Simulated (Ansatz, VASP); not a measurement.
**Os: VASP beside Ansatz**

INCAR

```
PREC = Accurate
ENCUT = 520
EDIFF = 1E-6
ISMEAR = -1
SIGMA = 0.03
LREAL = False
LASPH = True
NELM = 60
ALGO = Normal
ISIF = 2
LWAVE = False
LCHARG = False
GGA = PE
NBANDS = 15
```

File KPOINTS:

```
regular mesh
0
Gamma
  16 16 9
```

File POSCAR:

```
Os
1.0
    2.7983879451      0.0000000000      0.0000000000
   -1.3991939726      2.4234750501      0.0000000000
    0.0000000000      0.0000000000      4.4193006099
Os
2
Direct
    0.3333333333      0.6666666667      0.2500000000
    0.6666666667      0.3333333333      0.7500000000
```

Input for Ansatz:

```yaml
crystal:
  lattice:
    - [2.7983879451, 0.0, 0.0]
    - [-1.3991939726, 2.4234750501, 0.0]
    - [0.0, 0.0, 4.4193006099]
  atoms:
    - { symbol: Os, position: [0.3333333333, 0.6666666667, 0.25] }
    - { symbol: Os, position: [0.6666666667, 0.3333333333, 0.75] }
kpoints:
  mp_grid: { grid: [16, 16, 9] }
scf:
  occupations: { method: fermi_dirac, width: 0.03 }
hamiltonian:
  xc: pbe
  pseudopotentials: { kind: all_electron, lapw: { basis_error: 0.00025 } }
output:
  forces: true
  stress: true
  eigenvalues: true
```

Change from the starting cell: volume scaled by 1.05.

Alike in both runs: task single point; functional PBE; k mesh 16 × 16 × 9; occupations fermi-dirac, width 0.03 eV; no spin polarisation.

|  | VASP | Ansatz |
| --- | --- | --- |
| version | VASP 6.6.1 | Ansatz 0.2.0 |
| potentials or method | VASP PAW PBE potentials, release 64 (Os) | all-electron LAPW, scalar-relativistic |
| plane-wave cutoff (eV) | 520 | see its input |

|  | VASP | Ansatz | Ansatz less VASP |
| --- | --- | --- | --- |
| pressure (GPa) | -17.7 | -17.2 | +0.44 |
| largest component of the traceless stress (GPa) | 0.88 | 0.81 | -0.073 |

Ansatz ran all-electron here, so the differences hold the error of VASP's frozen core and of both bases.

Caveats: so large a pressure means that the cell lies far from this level's equilibrium, or that cutoff or potentials fall short (VASP). The runs have no spin-orbit coupling, so splittings on Os are missing.
